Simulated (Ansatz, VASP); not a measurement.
**One calculation of Ta, two programs**

```
Ta
1.0
    -1.65493    1.65493    1.65493
     1.65493   -1.65493    1.65493
     1.65493    1.65493   -1.65493
Ta
1
Direct
  0.00000 0.00000 0.00000
```

Alike in both runs: task relaxation of cell and atoms; functional PBEsol; k mesh 18 × 18 × 18; occupations gaussian, width 0.1 eV; no spin polarisation.

|  | VASP | Ansatz |
| --- | --- | --- |
| version | VASP 6.6.1 | Ansatz 0.2.0 |
| potentials or method | VASP PAW PBE potentials, release 64 (Ta_pv) | scalar-relativistic, plane waves, PAW |
| plane-wave cutoff (eV) | 600 | 420 |
| valence electrons in the cell | 11 | 13 |

|  | VASP | Ansatz | Ansatz less VASP |
| --- | --- | --- | --- |
| gap on the k mesh at the Fermi level, each at its own relaxed structure (eV) | none | none | - |
| relaxed volume (Å³/atom) | 17.67 | 17.65 | -0.018 |
| relaxed cell length with the largest relative difference (Å) | 2.842 | 2.841 | -0.0010 |
| energy change over the relaxation (meV/atom) | -7 | -8 | -0.5 |

A gap of «none» marks a metal or a gap that the smearing closes. The two sets of potentials don't hold the same shells in valence. Ansatz warned: «pseudo_functional_mismatch».

Caveats: the PAW data sets were made with another functional, which shifts forces and pressure a little (VASP). The runs have no spin-orbit coupling, so splittings on Ta are missing.
